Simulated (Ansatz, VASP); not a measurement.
Two plane-wave programs on H8Os3

The input INCAR:

```
SYSTEM = H8Os3
  ALGO = Normal
  EDIFF = 1E-6
  EDIFFG = -0.01
  ENCUT = 600
  GGA = PE
  IBRION = 2
  ISIF = 3
  ISMEAR = 0
  LASPH = .True.
  LCHARG = .False.
  LREAL = .False.
  LWAVE = .False.
  NELM = 100
  NSW = 100
  PREC = Accurate
  SIGMA = 0.1
```

File KPOINTS:

```
k-points
0
Gamma
  8 8 8
  0 0 0
```

The input POSCAR:

```
H8Os3
1.0
    5.2352480093      0.0000000000      0.0000000000
    0.0000000000      5.2352480093      0.0000000000
    0.0000000000      0.0000000000      5.2352480093
H Os
8 3
Direct
    0.1995417314      0.0000000000      0.0000000000
    0.8004582686      0.0000000000      0.0000000000
    0.0000000000      0.1995417314      0.0000000000
    0.0000000000      0.8004582686      0.0000000000
    0.0000000000      0.0000000000      0.1995417314
    0.0000000000      0.0000000000      0.8004582686
    0.0000000000      0.0000000000      0.0000000000
    0.5000000000      0.5000000000      0.5000000000
    0.5000000000      0.0000000000      0.0000000000
    0.0000000000      0.5000000000      0.0000000000
    0.0000000000      0.0000000000      0.5000000000
```

Input for Ansatz:

```yaml
crystal:
  lattice:
    - [5.2352480093, 0.0, 0.0]
    - [0.0, 5.2352480093, 0.0]
    - [0.0, 0.0, 5.2352480093]
  atoms:
    - { symbol: H, position: [0.1995417314, 0.0, 0.0] }
    - { symbol: H, position: [0.8004582686, 0.0, 0.0] }
    - { symbol: H, position: [0.0, 0.1995417314, 0.0] }
    - { symbol: H, position: [0.0, 0.8004582686, 0.0] }
    - { symbol: H, position: [0.0, 0.0, 0.1995417314] }
    - { symbol: H, position: [0.0, 0.0, 0.8004582686] }
    - { symbol: H, position: [0.0, 0.0, 0.0] }
    - { symbol: H, position: [0.5, 0.5, 0.5] }
    - { symbol: Os, position: [0.5, 0.0, 0.0] }
    - { symbol: Os, position: [0.0, 0.5, 0.0] }
    - { symbol: Os, position: [0.0, 0.0, 0.5] }
basis:
  ecutwfc: 420
kpoints:
  mp_grid: { grid: [8, 8, 8] }
hamiltonian:
  xc: pbe
scf:
  occupations: { method: gaussian, width: 0.1 }
output:
  forces: true
  stress: true
  eigenvalues: true
relax:
  adjacent_minimum: "off"
  f_tol: 0.01
  max_steps: 80
  cell: { stress_tol: 0.05 }
```

Alike in both runs: task relaxation of cell and atoms; functional PBE; k mesh 8 × 8 × 8; occupations gaussian, width 0.1 eV; no spin polarisation.

```csv
,VASP,Ansatz
version,VASP 6.6.1,Ansatz 0.2.0
potentials or method,"VASP PAW PBE potentials, release 64 (H, Os)","scalar-relativistic, plane waves, PAW"
plane-wave cutoff (eV),600,420
valence electrons in the cell,32,56
```

```tsv
	VASP	Ansatz	Ansatz less VASP
gap on the k mesh at the Fermi level, each at its own relaxed structure (eV)	none	none	-
relaxed volume (Å³/atom)	13.20	13.07	-0.128
relaxed cell length with the largest relative difference (Å)	5.256	5.239	-0.0170
```

A gap of «none» marks a metal or a gap that the smearing closes. The two sets of potentials don't hold the same shells in valence.

The runs have no spin-orbit coupling, so splittings on Os are missing.
